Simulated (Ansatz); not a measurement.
CdIn2O4: do the settings matter for the field gradients?

Cell: a structure deposited in the COD.

```cif
data_CdIn2O4
_symmetry_space_group_name_H-M 'Fd-3m:1'
_symmetry_Int_Tables_number 227
_cell_length_a 9.1660
_cell_length_b 9.1660
_cell_length_c 9.1660
_cell_angle_alpha 90.000
_cell_angle_beta 90.000
_cell_angle_gamma 90.000
loop_
_atom_site_label
_atom_site_type_symbol
_atom_site_symmetry_multiplicity
_atom_site_Wyckoff_symbol
_atom_site_fract_x
_atom_site_fract_y
_atom_site_fract_z
Cd Cd 8 a 0.5000 0.5000 0.0000
In In 16 d 0.1250 0.1250 0.6250
O O 32 e 0.3650 0.3650 0.8650
```

One atom of each set is listed; the run and its k-mesh use a cell of 14 atoms with edges of 6.48, 6.48, 6.48 Å.

Reference run. All values are calculated (Ansatz; DFT, PBE, plane waves and PAW, scalar-relativistic, 420 eV cutoff, Γ-centred 4×4×4 k-points, Fermi–Dirac smearing 0.02 eV), not measured.

(1) The input is changed as follows: `basis.ecutwfc`: not typed → 250 eV; `scf.convergence.dr2_threshold`: not typed → 1e-11; `scf.lower_state_search`: not typed → light. What happens to V_zz (10²¹ V/m²) and η?

Answers

(1) 

```tsv
site	V_zz reference	η reference	V_zz changed	η changed
In	-3.59	0.00	-3.57	0.00
O	2.07	0.00	1.71	0.00
```

The largest change of V_zz is on O, from 2.07 to 1.71. In per cent, |V_zz| changes by -1 on In, -18 on O (all sites that start above 0.5). Sites without a gradient aren't listed. SCF iterations: 6 and 11. New warnings: cutoff below recommended. In the changed run the cutoff of 250 eV lies below the one recommended for these PAW files, so its values aren't converged ones.

On the reference run: At this cell the PBE pressure is 6 GPa, so with PBE the cell would grow if it were relaxed. The largest force is 0.8 eV/Å, so the atoms aren't at the calculated equilibrium and relaxing them would move these values. Without spin–orbit coupling (the program notes it for Cd and In) the gradients can shift somewhat, as the gap is small.
